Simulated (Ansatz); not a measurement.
CdSe (Cadmoselite):

```
CELL_PARAMETERS angstrom
4.30000 0.00000 0.00000
-2.15000 3.72391 0.00000
0.00000 0.00000 7.02000
ATOMIC_POSITIONS crystal
Cd 0.66667 0.33333 0.50000
Cd 0.33333 0.66667 0.00000
Se 0.66667 0.33333 0.88500
Se 0.33333 0.66667 0.38500
```

| Quantity | Value |
| --- | --- |
| Program | Ansatz 0.2.0 |
| Task | relaxation of cell and atoms |
| Functional | PBE |
| Dispersion | D3(BJ) |
| Potentials or basis | Ansatz PAW |
| Cutoff | 420 eV (not typed: the program's choice for these potentials) |
| k mesh | 7 × 7 × 4 |
| Occupations | fermi-dirac, width 0.05 eV |
| Spin | no spin polarisation |

At the start: volume 28.10 Å³/atom.

Q: How do energy, volume and symmetry change on relaxing?

A: It ends after 5 steps and the volume is 28.56 Å³/atom (+1.6 %); space group P6_3mc (No. 186, to 0.05 Å).

The path:
| step | energy change (eV) | largest force (eV/Å) | volume (Å³) |
| --- | --- | --- | --- |
| 1 | 0.0000 | 0.2835 | 112.41 |
| 2 | -0.0233 | 0.0028 | 114.64 |
| 3 | -0.0242 | 0.0011 | 114.30 |
| 4 | -0.0243 | 0.0001 | 114.25 |
| 5 | -0.0247 | 0.0001 | 114.25 |

Final structure:
```yaml
crystal:
  lattice:
    - [4.32176, 0.00000, 0.00000]
    - [-2.16088, 3.74276, 0.00000]
    - [0.00000, 0.00000, 7.06306]
  atoms:
    - { symbol: Cd, position: [0.66667, 0.33333, 0.50486] }
    - { symbol: Cd, position: [0.33333, 0.66667, 0.00486] }
    - { symbol: Se, position: [0.66667, 0.33333, 0.88014] }
    - { symbol: Se, position: [0.33333, 0.66667, 0.38014] }
```

Caveat: the plane-wave basis is chosen anew once the cell has moved, so the energies of steps on either side of that aren't comparable.
